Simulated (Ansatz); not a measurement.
Space group R3m:H (No. 160). a = 2.976 Å, b = 2.976 Å, c = 48.726 Å, α = 90.00°, β = 90.00°, γ = 120.00°
```csv
atom,site,symmetry,x,y,z
Al,3a,3m,0.6667,0.3333,0.1197
Al,3a,3m,0.0000,0.0000,0.0729
Al,3a,3m,0.3333,0.6667,0.0277
Al,3a,3m,0.3333,0.6667,0.3073
Al,3a,3m,0.6667,0.3333,0.2581
Al,3a,3m,0.0000,0.0000,0.2125
Al,3a,3m,0.3333,0.6667,0.1662
N,3a,3m,0.0000,0.0000,0.3222
```

Equation of state of this Al7N structure (not necessarily the ground state), with shape and atoms relaxed at each volume where symmetry leaves them free. It has no gap at any of these volumes. Theory: DFT PBE, scalar-relativistic, plane waves, PAW in Ansatz 0.2.0.

Plane waves to 420 eV, a k mesh through Γ of 12×12×12 on the computed 8-atom cell and Gaussian smearing (0.10 eV); no spin polarisation.

```tsv
V (Å³/atom)	E − E(largest V) (meV/atom)	P (GPa)
13.699	39.85	14.20
14.166	5.12	9.75
14.633	-17.62	5.96
15.100	-30.16	2.73
15.567	-34.03	0.00
16.034	-30.56	-2.32
16.501	-20.89	-4.28
17.124	0.00	-6.41
```

**Question.** Fit a third-order Birch–Murnaghan equation, E = E0 + (9V0B0/16)·[(x − 1)³B0' + (x − 1)²(6 − 4x)] with x = (V0/V)^(2/3), to E(V).

**Answer.** V0 = 15.57 Å³/atom, B0 = 83 GPa, B0' = 4.5.

The cell was found from a proposed guess, not taken from experiment.
